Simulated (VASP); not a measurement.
# BN (P1) in VASP: a series of runs

Runs on BN. Level: LDA. Tasks: atomic charges, electron localisation function.

Program: VASP 6.6.1. These are calculated values, not measurements. Logs are shortened: lines on timing, memory, paths and dates and some standing lists are left out, and cuts for length are marked.

## (1) The cell of the first run

The typed cell holds 2 atoms: a = 3.669 Å, b = 3.669 Å, c = 3.669 Å, α = 39.87°, β = 39.87°, γ = 39.87°.

The cell is a database's computed one.

## (2) Atomic charges, LDA (all atoms moved at random, sigma 0.02 Å a component)

INCAR

```
PREC = Accurate
ENCUT = 520
EDIFF = 1E-6
ISMEAR = 0
SIGMA = 0.02
LREAL = F
LASPH = T
NELM = 100
ALGO = Normal
ISIF = 2
LWAVE = F
LCHARG = F
GGA = CA
LORBIT = 11
```

KPOINTS

```
Automatic mesh
0
Gamma
  12 12 12
```

POSCAR

```
BN
1.0
    1.2511217800      0.7223355000      3.3729344000
   -1.2511217800      0.7223355000      3.3729344000
    0.0000000000     -1.4446710000      3.3729344000
B N
1 1
Direct
    0.9937221600      0.0078664300      0.9976252400
    0.3387108400      0.3245665700      0.3348077600
```

Potentials or basis: VASP PAW LDA potentials, release 64 (B, N).

Started as:

```console
> cat potpaw_LDA.64/B/POTCAR potpaw_LDA.64/N/POTCAR > POTCAR
> mpirun -np 1 vasp_std > vasp.out
```

OUTCAR:

```text
PREC = Accurate
   ENCUT = 520
   EDIFF = 1E-6
   ISMEAR = 0
   LREAL = F
   LASPH = T
   NELM = 100
   ISIF = 2
   GGA = CA
   LORBIT = 11

 ion  position               nearest neighbor table
   1  0.994  0.008  0.998-   2 1.42   2 1.44   2 1.48
   2  0.339  0.325  0.335-   1 1.42   1 1.44   1 1.48

  LATTYP: Found a trigonal (rhomboedric) cell.
 ALAT       =     3.6692997629
 COS(alpha) =     0.7674786788

  Lattice vectors:

 A1 = (   1.2511217800,   0.7223355000,   3.3729344000)
 A2 = (  -1.2511217800,   0.7223355000,   3.3729344000)
 A3 = (   0.0000000000,  -1.4446710000,   3.3729344000)

Analysis of symmetry for initial positions (statically):
=====================================================================
 Subroutine PRICEL returns:
 Original cell was already a primitive cell.

 Routine SETGRP: Setting up the symmetry group for a
 trigonal (rhombohedral) supercell.

 Subroutine GETGRP returns: Found  1 space group operations
 (whereof  1 operations were pure point group operations)
 out of a pool of 12 trial point group operations.

The static configuration has the point symmetry C_1 .

Analysis of symmetry for dynamics (positions and initial velocities):
=====================================================================
 Subroutine PRICEL returns:
 Original cell was already a primitive cell.

 Routine SETGRP: Setting up the symmetry group for a
 trigonal (rhombohedral) supercell.

 Subroutine GETGRP returns: Found  1 space group operations
 (whereof  1 operations were pure point group operations)
 out of a pool of 12 trial point group operations.

The dynamic configuration has the point symmetry C_1 .

 Subroutine INISYM returns: Found  1 space group operations
 (whereof  1 operations are pure point group operations),
 and found     1 'primitive' translations

----------------------------------------------------------------------------------------

                                     Primitive cell

  volume of cell :      18.2893

  direct lattice vectors                    reciprocal lattice vectors
     1.251121780  0.722335500  3.372934400     0.399641352  0.230733041  0.098825916
    -1.251121780  0.722335500  3.372934400    -0.399641352  0.230733041  0.098825916
     0.000000000 -1.444671000  3.372934400     0.000000000 -0.461466082  0.098825916

  length of vectors
     3.669299763  3.669299763  3.669299765     0.471929559  0.471929559  0.471929557

  position of ions in fractional coordinates (direct lattice)
     0.993722160  0.007866430  0.997625240
     0.338710840  0.324566570  0.334807760

  ion indices of the primitive-cell ions
   primitive index   ion index
                 1           1
                 2           2

----------------------------------------------------------------------------------------

 KPOINTS: Automatic mesh

Automatic generation of k-mesh.
 Grid dimensions read from file:
 generate k-points for:   12   12   12

 Generating k-lattice:

  Cartesian coordinates                     Fractional coordinates (reciprocal lattice)
     0.033303446  0.019227753  0.008235493     0.083333333  0.000000000  0.000000000
    -0.033303446  0.019227753  0.008235493     0.000000000  0.083333333  0.000000000
     0.000000000 -0.038455507  0.008235493     0.000000000  0.000000000  0.083333333

  Length of vectors
     0.039327463  0.039327463  0.039327463

  Shift w.r.t. Gamma in fractional coordinates (k-lattice)
     0.000000000  0.000000000  0.000000000

 Subroutine IBZKPT returns following result:
 ===========================================

 Found    868 irreducible k-points:

 Following reciprocal coordinates:
            Coordinates               Weight
  0.000000  0.000000  0.000000      1.000000
  0.083333  0.000000  0.000000      2.000000
  0.000000  0.083333  0.000000      2.000000
  0.000000  0.000000  0.083333      2.000000
  0.166667  0.000000  0.000000      2.000000
  0.000000  0.166667  0.000000      2.000000
[... 16 lines left out ...]
  0.166667  0.083333  0.000000      2.000000
 -0.166667  0.000000 -0.083333      2.000000
 [... further k-points ...]
   k-points           NKPTS =    868   k-points in BZ     NKDIM =    868   number of bands    NBANDS=      8
   number of dos      NEDOS =    301   number of ions     NIONS =      2
   total plane-waves  NPLWV =  21952
   dimension x,y,z NGX =    28 NGY =   28 NGZ =   28
   dimension x,y,z NGXF=    56 NGYF=   56 NGZF=   56
   ions per type =               1   1
   NGX,Y,Z   is equivalent  to a cutoff of  12.69, 12.69, 12.69 a.u.
   NGXF,Y,Z  is equivalent  to a cutoff of  25.37, 25.37, 25.37 a.u.
 SYSTEM =  unknown system
   PREC   = accura    normal or accurate (medium, high low for compatibility)
   ISTART =      0    job   : 0-new  1-cont  2-samecut
   ICHARG =      2    charge: 1-file 2-atom 10-const
   ISPIN  =      1    spin polarized calculation?
   LNONCOLLINEAR =      F non collinear calculations
   LSORBIT =      F    spin-orbit coupling
   LASPH  =      T    aspherical Exc in radial PAW
   ENCUT  =  520.0 eV  38.22 Ry    6.18 a.u.   6.82  6.82  6.82*2*pi/ulx,y,z
   NELM   =    100;   NELMIN=  2; NELMDL= -5     # of ELM steps
   EDIFF  = 0.1E-05   stopping-criterion for ELM
   LREAL  =      F    real-space projection
   EDIFFG = 0.1E-04   stopping-criterion for IOM
   NSW    =      0    number of steps for IOM
   IBRION =     -1    ionic relax: 0-MD 1-quasi-New 2-CG
   NFREE  =      0    steps in history (QN), initial steepest desc. (CG)
   ISIF   =      2    stress and relaxation
   ISYM   =      2    0-nonsym 1-usesym 2-fastsym
   POTIM  = 0.5000    time-step for ionic-motion
   TEBEG  =    0.0;   TEEND  =   0.0 temperature during run
   PSTRESS=    0.0 pullay stress
   NELECT =       8.0000    total number of electrons
   NUPDOWN=      -1.0000    fix difference up-down
   EMIN   =  10.00;   EMAX   =-10.00  energy-range for DOS
   EFERMI =   0.00;   METHOD = LEGACY
   ISMEAR =     0;   SIGMA  =   0.02  broadening in eV -4-tet -1-fermi 0-gaus
   EFERMI_NEDOS =   21; number of points for ismear=-14 and -15
   IALGO  =     38    algorithm
   IMIX   =      4    mixing-type and parameters
     AMIX     =   0.40;   BMIX     =  1.00
     AMIX_MAG =   1.60;   BMIX_MAG =  1.00
  volume/ion in A,a.u.               =       9.14        61.71
  Fermi-wavevector in a.u.,A,eV,Ry     =   1.242717  2.348395 21.012099  1.544346
  Thomas-Fermi vector in A             =   2.377059
   LORBIT       =     11    0 simple, 1 ext, 2 COOP (PROOUT), +10 PAW based schemes
   GGA     = CA    functional components
   LHFCALC =     F    Hartree Fock is set to
   AEXX    =    0.0000 exact exchange contribution
   IVDW    =     0    specifies the selected vdW correction
   LEPSILON=     F    determine dielectric tensor
   LRPA    =     F    only Hartree local field effects (RPA)
 non-spin polarized calculation
 Gauss-broadening in eV      SIGMA  =   0.02
  energy-cutoff  :      520.00
  volume of cell :       18.29
 maximum number of plane-waves:       517
   NGX = 13   NGY = 13   NGZ = 13

 number of electron       8.0000000 magnetization

 Free energy of the ion-electron system (eV)
  ---------------------------------------------------
  ext. energy  EPLUGINS =         0.00000000
  ---------------------------------------------------
  free energy    TOTEN  =       -19.25954626 eV

  energy without entropy =      -19.25954626  energy(sigma->0) =      -19.25954626

 E-fermi :   2.1668     XC(G=0): -10.4310

 val. band max:        2.0095783031   @ k =  -0.0833  -0.4167   0.2500
 cond. band min:       5.9097576626   @ k =   0.0000   0.5000   0.5000
 fundamental gap:      3.9001793596
 Fermi energy:         2.1667854342

 k-point     1 :       0.0000    0.0000    0.0000
  band No.  band energies     occupation
      1     -15.5650      2.00000
      2      -2.2075      2.00000
      3       0.2790      2.00000
      4       1.1301      2.00000
      5       6.8440      0.00000
      6      12.9907      0.00000
      7      14.1521      0.00000
      8      14.9828      0.00000

 k-point     2 :       0.0833    0.0000    0.0000
  band No.  band energies     occupation
      1     -15.4281      2.00000
      2      -2.0572      2.00000
      3      -0.2098      2.00000
      4       0.8159      2.00000
      5       7.1186      0.00000
      6      13.3743      0.00000
      7      14.2167      0.00000
      8      14.5136      0.00000

 k-point     3 :       0.0000    0.0833    0.0000
  band No.  band energies     occupation
      1     -15.4254      2.00000
      2      -2.0613      2.00000
      3       0.0370      2.00000
      4       0.5347      2.00000
      5       7.1288      0.00000
      6      13.0266      0.00000
      7      14.5400      0.00000
      8      14.7146      0.00000

 k-point     4 :       0.0000    0.0000    0.0833
  band No.  band energies     occupation
      1     -15.4274      2.00000
      2      -2.0583      2.00000
      3      -0.1655      2.00000
      4       0.7652      2.00000
      5       7.1211      0.00000
      6      13.2019      0.00000
      7      14.4033      0.00000
      8      14.5471      0.00000

 k-point     5 :       0.1667    0.0000    0.0000
  band No.  band energies     occupation
      1     -15.0252      2.00000
      2      -1.6354      2.00000
      3      -1.4770      2.00000
      4       0.1017      2.00000
      5       7.8548      0.00000
      6      13.1816      0.00000
      7      13.5025      0.00000
      8      15.5274      0.00000

 k-point     6 :       0.0000    0.1667    0.0000
  band No.  band energies     occupation
      1     -15.0142      2.00000
      2      -1.6341      2.00000
      3      -0.9963      2.00000
      4      -0.4948      2.00000
      5       7.8717      0.00000
      6      13.0514      0.00000
      7      13.3694      0.00000
      8      16.2596      0.00000

 k-point     7 :       0.0000    0.0000    0.1667
  band No.  band energies     occupation
      1     -15.0223      2.00000
      2      -1.6311      2.00000
      3      -1.4051      2.00000
      4       0.0014      2.00000
      5       7.8589      0.00000
      6      13.1769      0.00000
      7      13.3445      0.00000
      8      15.8081      0.00000
[... 133 lines left out ...]
 k-point    20 :       0.0833    0.0833    0.0000
  band No.  band energies     occupation
      1     -15.4216      2.00000
      2      -2.1170      2.00000
      3      -0.1624      2.00000
      4       0.7627      2.00000
      5       7.2247      0.00000
      6      13.1904      0.00000
      7      14.4028      0.00000
      8      14.5508      0.00000

 k-point    21 :      -0.0833   -0.0000   -0.0833
  band No.  band energies     occupation
      1     -15.4196      2.00000
      2      -2.1201      2.00000
      3       0.0327      2.00000
      4       0.5403      2.00000
      5       7.2328      0.00000
      6      13.0228      0.00000
      7      14.5402      0.00000
      8      14.7111      0.00000

 k-point    22 :       0.0000    0.0833    0.0833
  band No.  band energies     occupation
      1     -15.4223      2.00000
      2      -2.1159      2.00000
      3      -0.2050      2.00000
      4       0.8115      2.00000
      5       7.2220      0.00000
      6      13.3629      0.00000
      7      14.1989      0.00000
      8      14.5332      0.00000

 k-point    23 :       0.1667    0.0833    0.0000
  band No.  band energies     occupation
      1     -15.1482      2.00000
      2      -1.8727      2.00000
      3      -1.0799      2.00000
      4       0.2961      2.00000
      5       7.8139      0.00000
      6      13.5532      0.00000
      7      14.1155      0.00000
      8      14.3715      0.00000

 k-point    24 :      -0.1667    0.0000   -0.0833
  band No.  band energies     occupation
      1     -15.1423      2.00000
      2      -1.8801      2.00000
      3      -0.8411      2.00000
      4       0.0036      2.00000
      5       7.8313      0.00000
      6      13.2871      0.00000
      7      13.7319      0.00000
      8      15.3087      0.00000

 [... further k-points ...]

------------------------ aborting loop because EDIFF is reached ----------------------------------------

  FORCE on cell =-STRESS in cart. coord.  units (eV):
  Direction    XX          YY          ZZ          XY          YZ          ZX
  --------------------------------------------------------------------------------------
  -------------------------------------------------------------------------------------
  Total       -0.6020135     -0.4127749     -0.1281322      0.4296831     -0.0001941      0.0017885
  in kB      -52.7374524    -36.1598096    -11.2246079     37.6410049     -0.0170008      0.1566734
  external PRESSURE =     -33.3739566 kB  Pullay stress =       0.0000000 kB

 VOLUME and BASIS-vectors are now :
 -----------------------------------------------------------------------------
  energy-cutoff  :      520.00
  volume of cell :       18.29
      direct lattice vectors                 reciprocal lattice vectors
     1.251121780  0.722335500  3.372934400     0.399641352  0.230733041  0.098825916
    -1.251121780  0.722335500  3.372934400    -0.399641352  0.230733041  0.098825916
     0.000000000 -1.444671000  3.372934400     0.000000000 -0.461466082  0.098825916

 POSITION                                       TOTAL-FORCE (eV/Angst)
 -----------------------------------------------------------------------------------
      1.23343     -0.71776      6.74322         1.416455     -0.302885     -0.019920
      0.01770     -0.00458      3.36648        -1.416455      0.302885      0.019920
 -----------------------------------------------------------------------------------
    total drift:                               -0.000128      0.000036     -0.000018

  FREE ENERGIE OF THE ION-ELECTRON SYSTEM (eV)
  ---------------------------------------------------
  free  energy   TOTEN  =       -19.2595462591 eV

  energy  without entropy=      -19.2595462591  energy(sigma->0) =      -19.25954626

 total charge

# of ion       s       p       d       tot
------------------------------------------
    1        0.742   1.443   0.000   2.184
    2        1.215   2.768   0.000   3.982
--------------------------------------------------
tot          1.956   4.210   0.000   6.167
```

Wall time 2.1 min (1 thread of AMD EPYC 9R45 (Zen 5), shared host); peak memory 0.22 GiB.

What came out:

| Item | Value |
| --- | --- |
| Free energy | -19.2595 eV |
| Pressure | -3.3 GPa |
| Largest force | 1.449 eV/Å |
| Band gap on the k mesh | 3.90 eV, indirect (least direct gap 4.50 eV) |
| Valence electrons inside the program's atomic spheres | B 2.18; N 3.98 |

Forces in eV/Å, atoms in the order of the input:
```
B    1.416 -0.303 -0.020
N   -1.416  0.303  0.020
```

Stress tensor (GPa, compression positive):
```
-5.27  3.76  0.02
 3.76 -3.62  0.00
 0.02  0.00 -1.12
```

Levels at points of the mesh, in eV from the valence-band top:
| k point | band 2 | band 3 | band 4 | band 5 | band 6 | band 7 |
| --- | --- | --- | --- | --- | --- | --- |
| (0.00, 0.00, 0.00) | -4.22 | -1.73 | -0.88 | 4.83 | 10.98 | 12.14 |
| (0.50, 0.00, 0.00) | -8.95 | -3.93 | -0.52 | 4.94 | 9.90 | 12.66 |
| (0.00, 0.50, 0.00) | -8.83 | -4.31 | -0.75 | 5.39 | 9.84 | 12.71 |
| (0.00, 0.00, 0.50) | -8.92 | -4.02 | -0.58 | 5.06 | 9.85 | 12.68 |
| (0.50, 0.50, 0.00) | -8.79 | -4.08 | -1.18 | 4.02 | 9.85 | 13.87 |
| (0.50, 0.00, 0.50) | -8.71 | -4.37 | -1.34 | 4.35 | 9.84 | 13.82 |
| (0.00, 0.50, 0.50) | -8.82 | -3.99 | -1.11 | 3.90 | 9.90 | 13.89 |
| (0.50, 0.50, 0.50) | -6.26 | -1.75 | -0.90 | 9.82 | 10.89 | 12.04 |

Caveat: forces of over 1 eV/Å show positions far from the minimum, so gaps and moduli don't describe the material at rest. A k mesh can miss the band edges.

## (3) Electron localisation function, LDA (all atoms moved at random, sigma 0.02 Å a component)

INCAR

```
PREC = Accurate
ENCUT = 520
EDIFF = 1E-6
ISMEAR = 0
SIGMA = 0.02
LREAL = F
LASPH = T
NELM = 80
ALGO = Fast
ISIF = 2
LWAVE = F
LCHARG = T
GGA = CA
LELF = T
```

KPOINTS is that of step 2.

POSCAR is that of step 2.

Potentials or basis: VASP PAW LDA potentials, release 64 (B, N).

Started as:

```console
> cat potpaw_LDA.64/B/POTCAR potpaw_LDA.64/N/POTCAR > POTCAR
> mpirun -np 1 vasp_std > vasp.out
```

It took 2.6 min on 1 thread of AMD EPYC 9R45 (Zen 5), shared host; peak memory 0.21 GiB.

Results (log left out):

```
Free energy            : -19.2595 eV
Pressure               : -3.4 GPa
Largest force          : 1.448 eV/Å
Band gap on the k mesh : 3.90 eV, indirect (least direct gap 4.50 eV)
```

Forces in eV/Å, atoms in the order of the input:
```
B    1.416 -0.303 -0.020
N   -1.416  0.303  0.020
```

Stress tensor (GPa, compression positive):
```
-5.30  3.76  0.02
 3.76 -3.64  0.00
 0.02  0.00 -1.14
```

Levels at points of the mesh, in eV from the valence-band top:
| k point | band 2 | band 3 | band 4 | band 5 | band 6 | band 7 |
| --- | --- | --- | --- | --- | --- | --- |
| (0.00, 0.00, 0.00) | -4.22 | -1.73 | -0.88 | 4.83 | 10.98 | 12.14 |
| (0.50, 0.00, 0.00) | -8.95 | -3.93 | -0.52 | 4.94 | 9.90 | 12.66 |
| (0.00, 0.50, 0.00) | -8.83 | -4.31 | -0.75 | 5.39 | 9.84 | 12.71 |
| (0.00, 0.00, 0.50) | -8.92 | -4.02 | -0.58 | 5.06 | 9.85 | 12.68 |
| (0.50, 0.50, 0.00) | -8.79 | -4.08 | -1.18 | 4.02 | 9.85 | 13.87 |
| (0.50, 0.00, 0.50) | -8.71 | -4.37 | -1.34 | 4.35 | 9.84 | 13.82 |
| (0.00, 0.50, 0.50) | -8.82 | -3.99 | -1.11 | 3.90 | 9.90 | 13.89 |
| (0.50, 0.50, 0.50) | -6.26 | -1.75 | -0.90 | 9.82 | 10.89 | 12.04 |

Caveat: forces of over 1 eV/Å show positions far from the minimum, so gaps and moduli don't describe the material at rest. A k mesh can miss the band edges.
